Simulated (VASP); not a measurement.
Write the native input for VASP 6.6.1 that does the following.

```
Task                   : relaxation of cell and atoms
Functional             : PBEsol
Dispersion             : D3(BJ)
Potentials or basis    : VASP PAW PBE potentials, release 64 (Al)
Cutoff                 : 600 eV
k mesh                 : 18 × 18 × 18
Occupations            : methfessel-paxton, width 0.1 eV
Spin                   : no spin polarisation
Further INCAR settings : ALGO = Fast; EDIFF = 1e-07; IBRION = 2; EDIFFG = -0.005; NSW = 60; ISIF = 3
```

The structure of Al lies in POSCAR:

```
Al
1.0
    0.0000000000      2.0100000000      2.0100000000
    2.0100000000      0.0000000000      2.0100000000
    2.0100000000      2.0100000000      0.0000000000
Al
1
Direct
    0.0000000000      0.0000000000      0.0000000000
```

The cell was built by a generator and needn't be a form met in nature.

The input as run:

INCAR

```
SYSTEM = Al
PREC     = Accurate       ! precision mode
ENCUT    = 600            ! plane-wave cutoff, eV
EDIFF    = 1E-7           ! SCF threshold, eV
ISMEAR   = 1              ! smearing method
SIGMA    = 0.1            ! smearing width, eV
LREAL    = .False.        ! projectors in reciprocal space
LASPH    = .True.         ! aspherical terms in the spheres
NELM     = 120            ! most SCF steps
ALGO     = Fast           ! electronic algorithm
ISIF     = 3              ! what is computed and relaxed
LWAVE    = .False.        ! write WAVECAR
LCHARG   = .False.        ! write CHGCAR
GGA      = PS             ! functional
IVDW     = 12             ! dispersion correction
IBRION   = 2              ! ionic algorithm
NSW      = 60             ! ionic steps
EDIFFG   = -0.005         ! ionic threshold
```

KPOINTS

```
regular mesh
0
Gamma
  18 18 18
  0 0 0
```

Potentials or basis: VASP PAW PBE potentials, release 64 (Al).

Run with:

```console
$ cat potpaw_PBE.64/Al/POTCAR > POTCAR
$ mpirun -np 1 vasp_std > vasp.out
```

Results of the run:

```yaml
Relaxed_volume: 15.56 Å³/atom
Relaxed_cell: a = 2.802 Å, b = 2.802 Å, c = 2.802 Å, α = 60.00°, β = 60.00°, γ = 60.00°
Space_group_after_relaxing_to_0.05_Å: Fm-3m (No. 225)
Energy_gained_by_relaxing: 7.8 meV/atom
Ionic_steps: 3
Pressure_after_relaxing: 0.0 GPa
Band_gap_on_the_k_mesh: none (metal or under the smearing width)
Dispersion_energy_per_atom: -0.337 eV
```

Caveat: the PAW data sets were made with another functional, which shifts forces and pressure a little; pairwise dispersion overbinds metals, which lowers pressure and volume.

Wall time 11 s on 1 thread of Intel(R) Xeon(R) 6975P-C (Granite Rapids), on a shared host, peak memory 0.16 GiB.
